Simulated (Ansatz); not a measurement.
These are results of Ansatz 0.2.0, DFT PBE, scalar-relativistic, plane waves, PAW, and for the lanthanide a 4f-in-core norm-conserving potential, not measurements. Settings: cutoff 770 eV, Γ-centred meshes spaced at most about 0.3 Å⁻¹, and about 0.25 Å⁻¹ or finer for metals (2π included), Gaussian smearing. No spin polarisation.

All energies are static (0 K, no zero-point motion).

Compare these two cells of ErH4, each relaxed at this level.

1. Space group Pm-3m (No. 221), cubic, a = 4.073 Å. Er has 6 H at 2.04 Å; H on a site of symmetry m-3m is surrounded by 12 H at 2.88 Å (long against the sum of covalent radii); H on a site of symmetry 4/mmm is surrounded by 2 Er at 2.04 Å and 12 H at 2.88 Å.

2. Space group I4/mmm (No. 139), tetragonal, a = 3.557 Å, c = 5.727 Å. Er has 10 H at 2.28–2.39 Å and 8 H at 2.56 Å; H on a site of symmetry -4m2 has 4 H at 2.02 Å and 4 Er at 2.28 Å; H on a site of symmetry 4mm is surrounded by 1 H at 0.95 Å, 4 H at 2.02 Å, 1 Er at 2.39 Å and 4 Er at 2.56 Å.

Question: Which form is favoured at zero pressure, and by what margin per atom?

Answer: Cell 2 is lower, by 0.44 eV/atom. Cell 1 has space group Pm-3m (No. 221), 13.5 Å³/atom and no gap on its mesh; cell 2 has space group I4/mmm (No. 139), 7.2 Å³/atom and no gap. Counting H atoms around Er (those within 1.25 times the shortest such distance or 1.15 times the sum of covalent radii, 1.27 where that leaves under three), cell 1 has Er 6 and cell 2 has Er 18. The denser one is the lower, and pressure would at first widen the difference. Both come from invented guesses. The lowest form computed isn't among them: it has space group I4/mmm (No. 139), 7.1 Å³/atom and lies 43 meV/atom below the best shown.

H stands nearly free of neighbours here, and without spin polarisation the energy of such atoms comes out too high. With hydrogen, zero-point motion can shift such differences by 10 meV/atom or more. Cells relaxed within their symmetry can be saddle points. Some structure types and database cells were kept out of the candidates from the start, so a known form may be missing.

The lanthanide is trivalent by construction, without f bands, f moments or other valences.
